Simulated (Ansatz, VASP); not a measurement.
**AlFe: VASP beside Ansatz**

```
CELL_PARAMETERS angstrom
2.91000 0.00000 0.00000
0.00000 2.91000 0.00000
0.00000 0.00000 2.91000
ATOMIC_POSITIONS crystal
Fe 0.50000 0.50000 0.50000
Al 0.00000 0.00000 0.00000
```

Alike in both runs: functional LDA; k mesh 9 × 9 × 9; occupations fermi-dirac, width 0.05 eV; collinear spin.

|  | VASP | Ansatz |
| --- | --- | --- |
| version | VASP 6.6.1 | Ansatz 0.2.0 |
| potentials or method | VASP PAW LDA potentials, release 64 (Fe, Al), cutoff 520 eV | all-electron LAPW, scalar-relativistic |
| task | single point | band structure |

```csv
,VASP,Ansatz,Ansatz less VASP
gap on the k mesh at the Fermi level (eV),none,none,-
pressure (GPa),-16.3,-16.5,-0.24
net moment per atom (μB),0.29,0.31,+0.019
size of the moment on the site where the two differ most (μB),0.61,0.66,+0.053
```

Site moments also hang on the region over which each program counts them. A gap of «none» marks a metal or a gap that the smearing closes. Ansatz ran all-electron here, so the differences hold the error of VASP's frozen core and of both bases.

Caveats: so large a pressure means that the cell lies far from this level's equilibrium, or that cutoff or potentials fall short (VASP).
